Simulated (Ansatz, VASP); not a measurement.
**Na in VASP and in Ansatz**

INCAR

```
ALGO     = Normal         # electronic algorithm
EDIFF    = 1E-7           # SCF threshold, eV
ENCUT    = 520            # plane-wave cutoff, eV
GGA      = PS             # functional
ISIF     = 2              # what is computed and relaxed
ISMEAR   = -1             # smearing method
LASPH    = T              # aspherical terms in the spheres
LCHARG   = F              # write CHGCAR
LREAL    = F              # projectors in reciprocal space
LWAVE    = F              # write WAVECAR
NBANDS   = 10             # bands
NELM     = 60             # most SCF steps
PREC     = Accurate       # precision mode
SIGMA    = 0.1            # smearing width, eV
```

Contents of KPOINTS:

```
k-points
0
Gamma
  12 12 12
```

The input POSCAR:

```
Na
1.0
    0.0000000000      2.6978715319      2.6978715319
    2.6978715319      0.0000000000      2.6978715319
    2.6978715319      2.6978715319      0.0000000000
Na
1
Direct
    0.0000000000      0.0000000000      0.0000000000
```

Input for Ansatz:

```yaml
crystal:
  lattice:
    - [0.0, 2.6978715319, 2.6978715319]
    - [2.6978715319, 0.0, 2.6978715319]
    - [2.6978715319, 2.6978715319, 0.0]
  atoms:
    - { symbol: Na, position: [0.0, 0.0, 0.0] }
hamiltonian:
  xc: pbesol
  pseudopotentials:
    kind: paw
    azcp:
      Na: "pseudopotentials/Na.paw.azcp"
basis:
  ecutwfc: 420
  fft_grid_basis: typed
kpoints:
  mp_grid: { grid: [12, 12, 12], shift: [0, 0, 0] }
magnetization:
  spin_polarized: false
scf:
  occupations: { method: fermi_dirac, width: 0.1 }
  lower_state_search: "off"
output:
  stress: true
  write_density: true
  write_potential: true
  elf: true
  volumetric_format: npy
```

Alike in both runs: task single point; functional PBEsol; k mesh 12 × 12 × 12; occupations fermi-dirac, width 0.1 eV; no spin polarisation.

```csv
,VASP,Ansatz
version,VASP 6.6.1,Ansatz 0.2.0
potentials or method,"VASP PAW PBE potentials, release 64 (Na_pv)","plane waves (420 eV) with PAW, scalar-relativistic"
plane-wave cutoff (eV),520,420
valence electrons in the cell,7,9
```

```tsv
	VASP	Ansatz	Ansatz less VASP
pressure (GPa)	-0.5	-0.5	0.00
```

With one functional, cell and mesh, what is left measures potentials, basis and numerics. The two sets of potentials don't hold the same shells in valence. Ansatz warned: «pseudo_functional_mismatch».

Caveats: the PAW data sets were made with another functional, which shifts forces and pressure a little (VASP).
